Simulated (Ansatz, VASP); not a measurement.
## One calculation of CsPbBr3, two programs

```xyz
5
Lattice="5.8726 0.0000 0.0000 0.0000 5.8726 0.0000 0.0000 0.0000 5.8726" Properties=species:S:1:pos:R:3 pbc="T T T"
Cs    0.0000    0.0000    0.0000
Pb    2.9363    2.9363    2.9363
Br    0.0000    2.9363    2.9363
Br    2.9363    0.0000    2.9363
Br    2.9363    2.9363    0.0000
```

Alike in both runs: functional PBEsol; k mesh 6 × 6 × 6; occupations gaussian, width 0.02 eV; no spin polarisation.

Ansatz relaxed the structure, and its values are those at the end. VASP's run is a single point on that final structure, the one shown.

|  | VASP | Ansatz |
| --- | --- | --- |
| version | VASP 6.6.1 | Ansatz 0.2.0 |
| potentials or method | VASP PAW PBE potentials, release 64 (Cs_sv, Pb_d, Br) | scalar-relativistic, plane waves, PAW |
| plane-wave cutoff (eV) | 520 | 420 |
| valence electrons in the cell | 44 | 44 |

|  | VASP | Ansatz | Ansatz less VASP |
| --- | --- | --- | --- |
| gap on the k mesh at the Fermi level (eV) | 1.43 | 1.43 | -0.001 |
| least direct gap on the mesh (eV) | 1.43 | 1.43 | -0.001 |
| pressure (GPa) | 0.0 | 0.0 | 0.00 |

Caveats: the PAW data sets were made with another functional, which shifts forces and pressure a little (VASP); spin-orbit coupling is left out, which as a rule narrows the gap of such compounds by several tenths of an eV. A k mesh can miss the band edges.
